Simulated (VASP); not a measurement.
# GaSb (F-43m) in VASP: settings compared

The runs below take GaSb through single point, relaxation of cell and atoms, with r2SCAN+D4, PBE, PBE+D3(BJ).

Program: VASP 6.6.1. These are calculated values, not measurements. Logs are shortened: lines on timing, memory, paths and dates and some standing lists are left out, and cuts for length are marked.

**Experimental background.**

A printed reference work, data compilation reports, for a bulk crystal of GaSb at 4.2 K: band gap 0.811 eV (direct).

How close the calculation comes is told below.

## (1) The cell of the first run

It takes space group F-43m (No. 216, cubic). Conventional cell: a = 6.105 Å, b = 6.105 Å, c = 6.105 Å, α = 90.00°, β = 90.00°, γ = 90.00°. Ga (site symmetry -43m) has 4 Sb at 2.64 Å within 3.5 Å. Sb (site symmetry -43m) has 4 Ga at 2.64 Å within 3.5 Å.

## (2) Single point, r2SCAN+D4

The input, POSCAR:

```
GaSb
1.0
    0.0000000000      3.0523423508      3.0523423508
    3.0523423508      0.0000000000      3.0523423508
    3.0523423508      3.0523423508      0.0000000000
Ga Sb
1 1
Direct
    0.0000000000      0.0000000000      0.0000000000
    0.2500000000      0.2500000000      0.2500000000
```

The input, INCAR.step1:

```
ALGO = Normal
EDIFF = 1E-4
ENCUT = 520
GGA = PE
ISMEAR = -1
LASPH = True
LCHARG = False
LREAL = False
LWAVE = True
NBANDS = 16
NELM = 80
PREC = Accurate
SIGMA = 0.01
```

The input, INCAR.step2:

```
ALGO = Normal
EDIFF = 1E-6
ENCUT = 520
ISIF = 2
ISMEAR = -1
ISTART = 1
IVDW = 13
LASPH = True
LCHARG = True
LELF = True
LMIXTAU = True
LREAL = False
LVHAR = True
LWAVE = False
METAGGA = R2SCAN
NBANDS = 16
NELM = 80
PREC = Accurate
SIGMA = 0.01
VDW_A1 = 0.51559235
VDW_A2 = 5.77342911
VDW_S6 = 1.0
VDW_S8 = 0.6018749
```

The input, KPOINTS:

```
k-points
0
Gamma
  6 6 6
```

Potentials or basis: VASP PAW PBE potentials, release 64 (Ga_d, Sb).

Started as:

```bash
> cat potpaw_PBE.64/Ga_d/POTCAR potpaw_PBE.64/Sb/POTCAR > POTCAR
> cp INCAR.step1 INCAR
> mpirun -np 1 vasp_std > vasp.out
> cp INCAR.step2 INCAR
> mpirun -np 1 vasp_std > vasp.out
```

OUTCAR:

```text
EDIFF = 1E-6
   ENCUT = 520
   ISIF = 2
   ISMEAR = -1
   ISTART = 1
   IVDW = 13
   LASPH = True
   LREAL = False
   METAGGA = R2SCAN
   NELM = 80
   PREC = Accurate

 ion  position               nearest neighbor table
   1  0.000  0.000  0.000-   2 2.64   2 2.64   2 2.64   2 2.64
   2  0.250  0.250  0.250-   1 2.64   1 2.64   1 2.64   1 2.64

  LATTYP: Found a face centered cubic cell.
 ALAT       =     6.1046847016

  Lattice vectors:

 A1 = (   0.0000000000,   3.0523423508,   3.0523423508)
 A2 = (   3.0523423508,   0.0000000000,   3.0523423508)
 A3 = (   3.0523423508,   3.0523423508,   0.0000000000)

Analysis of symmetry for initial positions (statically):
=====================================================================
 Subroutine PRICEL returns:
 Original cell was already a primitive cell.

 Routine SETGRP: Setting up the symmetry group for a
 face centered cubic supercell.

 Subroutine GETGRP returns: Found 24 space group operations
 (whereof 24 operations were pure point group operations)
 out of a pool of 48 trial point group operations.

The static configuration has the point symmetry T_d .

Analysis of symmetry for dynamics (positions and initial velocities):
=====================================================================
 Subroutine PRICEL returns:
 Original cell was already a primitive cell.

 Routine SETGRP: Setting up the symmetry group for a
 face centered cubic supercell.

 Subroutine GETGRP returns: Found 24 space group operations
 (whereof 24 operations were pure point group operations)
 out of a pool of 48 trial point group operations.

The dynamic configuration has the point symmetry T_d .

 Subroutine INISYM returns: Found 24 space group operations
 (whereof 24 operations are pure point group operations),
 and found     1 'primitive' translations

----------------------------------------------------------------------------------------

                                     Primitive cell

  volume of cell :      56.8761

  direct lattice vectors                    reciprocal lattice vectors
     0.000000000  3.052342351  3.052342351    -0.163808624  0.163808624  0.163808624
     3.052342351  0.000000000  3.052342351     0.163808624 -0.163808624  0.163808624
     3.052342351  3.052342351  0.000000000     0.163808624  0.163808624 -0.163808624

  length of vectors
     4.316663950  4.316663950  4.316663950     0.283724859  0.283724859  0.283724859

  position of ions in fractional coordinates (direct lattice)
     0.000000000  0.000000000  0.000000000
     0.250000000  0.250000000  0.250000000

  ion indices of the primitive-cell ions
   primitive index   ion index
                 1           1
                 2           2

----------------------------------------------------------------------------------------

 KPOINTS: k-points

Automatic generation of k-mesh.
 Grid dimensions read from file:
 generate k-points for:    6    6    6

 Generating k-lattice:

  Cartesian coordinates                     Fractional coordinates (reciprocal lattice)
    -0.027301437  0.027301437  0.027301437     0.166666667  0.000000000  0.000000000
     0.027301437 -0.027301437  0.027301437     0.000000000  0.166666667  0.000000000
     0.027301437  0.027301437 -0.027301437     0.000000000  0.000000000  0.166666667

  Length of vectors
     0.047287477  0.047287477  0.047287477

  Shift w.r.t. Gamma in fractional coordinates (k-lattice)
     0.000000000  0.000000000  0.000000000

 Subroutine IBZKPT returns following result:
 ===========================================

 Found     16 irreducible k-points:

 Following reciprocal coordinates:
            Coordinates               Weight
  0.000000  0.000000  0.000000      1.000000
  0.166667  0.000000  0.000000      8.000000
  0.333333  0.000000  0.000000      8.000000
  0.500000  0.000000  0.000000      4.000000
  0.166667  0.166667  0.000000      6.000000
  0.333333  0.166667  0.000000     24.000000
[... 8 lines left out ...]
 -0.333333  0.333333  0.166667     24.000000
 -0.333333  0.500000  0.166667     12.000000
   k-points           NKPTS =     16   k-points in BZ     NKDIM =     16   number of bands    NBANDS=     16
   number of dos      NEDOS =    301   number of ions     NIONS =      2
   total plane-waves  NPLWV =  32768
   dimension x,y,z NGX =    32 NGY =   32 NGZ =   32
   dimension x,y,z NGXF=    64 NGYF=   64 NGZF=   64
   ions per type =               1   1
   NGX,Y,Z   is equivalent  to a cutoff of  12.32, 12.32, 12.32 a.u.
   NGXF,Y,Z  is equivalent  to a cutoff of  24.65, 24.65, 24.65 a.u.
 SYSTEM =  unknown system
   PREC   = accura    normal or accurate (medium, high low for compatibility)
   ISTART =      1    job   : 0-new  1-cont  2-samecut
   ICHARG =      0    charge: 1-file 2-atom 10-const
   ISPIN  =      1    spin polarized calculation?
   LNONCOLLINEAR =      F non collinear calculations
   LSORBIT =      F    spin-orbit coupling
   LASPH  =      T    aspherical Exc in radial PAW
   ENCUT  =  520.0 eV  38.22 Ry    6.18 a.u.   8.03  8.03  8.03*2*pi/ulx,y,z
   NELM   =     80;   NELMIN=  2; NELMDL=  0     # of ELM steps
   EDIFF  = 0.1E-05   stopping-criterion for ELM
   LREAL  =      F    real-space projection
   EDIFFG = 0.1E-04   stopping-criterion for IOM
   NSW    =      0    number of steps for IOM
   IBRION =     -1    ionic relax: 0-MD 1-quasi-New 2-CG
   NFREE  =      0    steps in history (QN), initial steepest desc. (CG)
   ISIF   =      2    stress and relaxation
   ISYM   =      2    0-nonsym 1-usesym 2-fastsym
   POTIM  = 0.5000    time-step for ionic-motion
   TEBEG  =    0.0;   TEEND  =   0.0 temperature during run
   PSTRESS=    0.0 pullay stress
   NELECT =      18.0000    total number of electrons
   NUPDOWN=      -1.0000    fix difference up-down
   EMIN   =  10.00;   EMAX   =-10.00  energy-range for DOS
   EFERMI =   0.00;   METHOD = LEGACY
   ISMEAR =    -1;   SIGMA  =   0.01  broadening in eV -4-tet -1-fermi 0-gaus
   EFERMI_NEDOS =   21; number of points for ismear=-14 and -15
   IALGO  =     38    algorithm
   IMIX   =      4    mixing-type and parameters
     AMIX     =   0.40;   BMIX     =  1.00
     AMIX_MAG =   1.60;   BMIX_MAG =  1.00
  volume/ion in A,a.u.               =      28.44       191.91
  Fermi-wavevector in a.u.,A,eV,Ry     =   1.115636  2.108246 16.934398  1.244643
  Thomas-Fermi vector in A             =   2.252242
   LORBIT       =      0    0 simple, 1 ext, 2 COOP (PROOUT), +10 PAW based schemes
   METAGGA = R2SCAN    functional components
   LHFCALC =     F    Hartree Fock is set to
   AEXX    =    0.0000 exact exchange contribution
   IVDW    =    13    specifies the selected vdW correction
   LEPSILON=     F    determine dielectric tensor
   LRPA    =     F    only Hartree local field effects (RPA)
 non-spin polarized calculation
  energy-cutoff  :      520.00
  volume of cell :       56.88
 maximum number of plane-waves:      1544
   NGX = 17   NGY = 17   NGZ = 17

 number of electron      17.9999985 magnetization

 Free energy of the ion-electron system (eV)
  ---------------------------------------------------
  ext. energy  EPLUGINS =         0.00000000
  ---------------------------------------------------
  free energy    TOTEN  =       -37.57690996 eV

  energy without entropy =      -37.57690996  energy(sigma->0) =      -37.57690996

 E-fermi :   4.9966     XC(G=0):  -9.7484

 val. band max:        4.7589323700   @ k =   0.0000   0.0000   0.0000
 cond. band min:       5.2577589790   @ k =   0.0000   0.0000   0.0000
 fundamental gap:      0.4988266090
 Fermi energy:         4.9966347194

 k-point     1 :       0.0000    0.0000    0.0000
  band No.  band energies     occupation
      1     -10.7600      2.00000
      2     -10.7600      2.00000
      3     -10.7600      2.00000
      4     -10.7021      2.00000
      5     -10.7021      2.00000
      6      -7.2197      2.00000
[... 8 lines left out ...]
     15      13.7866      0.00000
     16      13.7866      0.00000

 k-point     2 :       0.1667    0.0000    0.0000
  band No.  band energies     occupation
      1     -10.7679      2.00000
      2     -10.7566      2.00000
      3     -10.7566      2.00000
      4     -10.7024      2.00000
      5     -10.7024      2.00000
      6      -6.9195      2.00000
[... 8 lines left out ...]
     15      12.8045      0.00000
     16      12.8045      0.00000

 k-point     3 :       0.3333    0.0000    0.0000
  band No.  band energies     occupation
      1     -10.7832      2.00000
      2     -10.7505      2.00000
      3     -10.7505      2.00000
      4     -10.7024      2.00000
      5     -10.7024      2.00000
      6      -6.1170      2.00000
[... 8 lines left out ...]
     15      13.3477      0.00000
     16      13.3477      0.00000

 k-point     4 :       0.5000    0.0000    0.0000
  band No.  band energies     occupation
      1     -10.7907      2.00000
      2     -10.7479      2.00000
      3     -10.7479      2.00000
      4     -10.7019      2.00000
      5     -10.7018      2.00000
      6      -5.4803      2.00000
[... 8 lines left out ...]
     15      15.2807      0.00000
     16      15.2807      0.00000

 k-point     5 :       0.1667    0.1667    0.0000
  band No.  band energies     occupation
      1     -10.7739      2.00000
      2     -10.7533      2.00000
      3     -10.7533      2.00000
      4     -10.7048      2.00000
      5     -10.7009      2.00000
      6      -6.8170      2.00000
[... 8 lines left out ...]
     15      12.8952      0.00000
     16      14.1646      0.00000

 k-point     6 :       0.3333    0.1667    0.0000
  band No.  band energies     occupation
      1     -10.7864      2.00000
      2     -10.7480      2.00000
      3     -10.7468      2.00000
      4     -10.7066      2.00000
      5     -10.7003      2.00000
      6      -6.1634      2.00000
[... 8 lines left out ...]
     15      14.0397      0.00000
     16      14.4464      0.00000

 k-point     7 :       0.5000    0.1667    0.0000
  band No.  band energies     occupation
      1     -10.7941      2.00000
      2     -10.7453      2.00000
      3     -10.7438      2.00000
      4     -10.7052      2.00000
      5     -10.7011      2.00000
      6      -5.3365      2.00000
[... 8 lines left out ...]
     15      15.2202      0.00000
     16      15.3093      0.00000

 k-point     8 :      -0.3333    0.1667    0.0000
  band No.  band energies     occupation
      1     -10.7909      2.00000
      2     -10.7463      2.00000
      3     -10.7459      2.00000
      4     -10.7034      2.00000
      5     -10.7028      2.00000
      6      -5.5811      2.00000
[... 8 lines left out ...]
     15      13.5421      0.00000
     16      15.1666      0.00000

 k-point     9 :      -0.1667    0.1667    0.0000
  band No.  band energies     occupation
      1     -10.7789      2.00000
      2     -10.7528      2.00000
      3     -10.7503      2.00000
      4     -10.7040      2.00000
      5     -10.7018      2.00000
      6      -6.4418      2.00000
[... 8 lines left out ...]
     15      13.7143      0.00000
     16      13.8025      0.00000

 k-point    10 :       0.3333    0.3333    0.0000
  band No.  band energies     occupation
      1     -10.7984      2.00000
      2     -10.7396      2.00000
      3     -10.7396      2.00000
      4     -10.7116      2.00000
      5     -10.6986      2.00000
      6      -5.6876      2.00000
[... 8 lines left out ...]
     15      15.2980      0.00000
     16      16.0539      0.00000

 k-point    11 :       0.5000    0.3333    0.0000
  band No.  band energies     occupation
      1     -10.8039      2.00000
      2     -10.7374      2.00000
      3     -10.7360      2.00000
      4     -10.7118      2.00000
      5     -10.6989      2.00000
      6      -4.9218      2.00000
[... 8 lines left out ...]
     15      15.6691      0.00000
     16      16.2855      0.00000

 k-point    12 :      -0.3333    0.3333    0.0000
  band No.  band energies     occupation
      1     -10.7996      2.00000
      2     -10.7411      2.00000
      3     -10.7390      2.00000
      4     -10.7074      2.00000
      5     -10.7018      2.00000
      6      -4.8544      2.00000
[... 8 lines left out ...]
     15      13.3241      0.00000
     16      17.4716      0.00000

 k-point    13 :       0.5000    0.5000    0.0000
  band No.  band energies     occupation
      1     -10.8096      2.00000
      2     -10.7325      2.00000
      3     -10.7325      2.00000
      4     -10.7154      2.00000
      5     -10.6974      2.00000
      6      -4.5801      2.00000
[... 8 lines left out ...]
     15      16.3036      0.00000
     16      16.6814      0.00000

 k-point    14 :       0.5000    0.3333    0.1667
  band No.  band energies     occupation
      1     -10.7960      2.00000
      2     -10.7436      2.00000
      3     -10.7406      2.00000
      4     -10.7080      2.00000
      5     -10.7005      2.00000
      6      -5.4271      2.00000
[... 8 lines left out ...]
     15      14.3625      0.00000
     16      16.4426      0.00000

 k-point    15 :      -0.3333    0.3333    0.1667
  band No.  band energies     occupation
      1     -10.7995      2.00000
      2     -10.7426      2.00000
      3     -10.7377      2.00000
      4     -10.7072      2.00000
      5     -10.7018      2.00000
      6      -4.8528      2.00000
[... 8 lines left out ...]
     15      15.8627      0.00000
     16      16.0828      0.00000

 k-point    16 :      -0.3333    0.5000    0.1667
  band No.  band energies     occupation
      1     -10.8045      2.00000
      2     -10.7387      2.00000
      3     -10.7340      2.00000
      4     -10.7109      2.00000
      5     -10.7001      2.00000
      6      -4.5438      2.00000
[... 8 lines left out ...]
     15      15.3881      0.00000
     16      16.7856      0.00000

------------------------ aborting loop because EDIFF is reached ----------------------------------------

  DFT-D4 for vdW energy calculation

  Edisp (eV):   -0.28562

  FORCE on cell =-STRESS in cart. coord.  units (eV):
  Direction    XX          YY          ZZ          XY          YZ          ZX
  --------------------------------------------------------------------------------------
  -------------------------------------------------------------------------------------
  Total       0.03421     0.03421     0.03421     0.00000     0.00000    -0.00000
  in kB       0.96373     0.96373     0.96373     0.00000     0.00000    -0.00000
  external pressure =        0.96 kB  Pullay stress =        0.00 kB

 VOLUME and BASIS-vectors are now :
 -----------------------------------------------------------------------------
  energy-cutoff  :      520.00
  volume of cell :       56.88
      direct lattice vectors                 reciprocal lattice vectors
     0.000000000  3.052342351  3.052342351    -0.163808624  0.163808624  0.163808624
     3.052342351  0.000000000  3.052342351     0.163808624 -0.163808624  0.163808624
     3.052342351  3.052342351  0.000000000     0.163808624  0.163808624 -0.163808624

 POSITION                                       TOTAL-FORCE (eV/Angst)
 -----------------------------------------------------------------------------------
      0.00000      0.00000      0.00000         0.000000      0.000000      0.000000
      1.52617      1.52617      1.52617        -0.000000     -0.000000     -0.000000
 -----------------------------------------------------------------------------------
    total drift:                               -0.000002     -0.000002     -0.000002

  FREE ENERGIE OF THE ION-ELECTRON SYSTEM (eV)
  ---------------------------------------------------
  free  energy   TOTEN  =       -37.8625315107 eV

  energy  without entropy=      -37.8625315107  energy(sigma->0) =      -37.86253151
```

It took 18 s on 1 thread of Intel Xeon 6975P-C (Granite Rapids), shared host; peak memory 0.18 GiB.

What came out:

- Free energy: -37.8625 eV
- Pressure: 0.1 GPa
- Band gap on the k mesh: 0.50 eV, direct
- Dispersion energy per atom: -0.143 eV

Levels at points of the mesh, in eV from the valence-band top:
```csv
k point,band 6,band 7,band 8,band 9,band 10,band 11,band 12,band 13
"(0.00, 0.00, 0.00)",-11.98,0.00,0.00,0.00,0.50,2.98,2.98,2.98
"(0.50, 0.00, 0.00)",-10.24,-6.62,-1.23,-1.23,0.70,4.01,4.01,6.92
"(0.50, 0.50, 0.00)",-9.34,-7.08,-2.72,-2.72,1.11,1.46,9.31,9.31
```

Caveat: the PAW data sets were made with another functional, which shifts forces and pressure a little; spin-orbit coupling is left out, which moves the levels of the heavy elements.

[end of part 1 of 2]
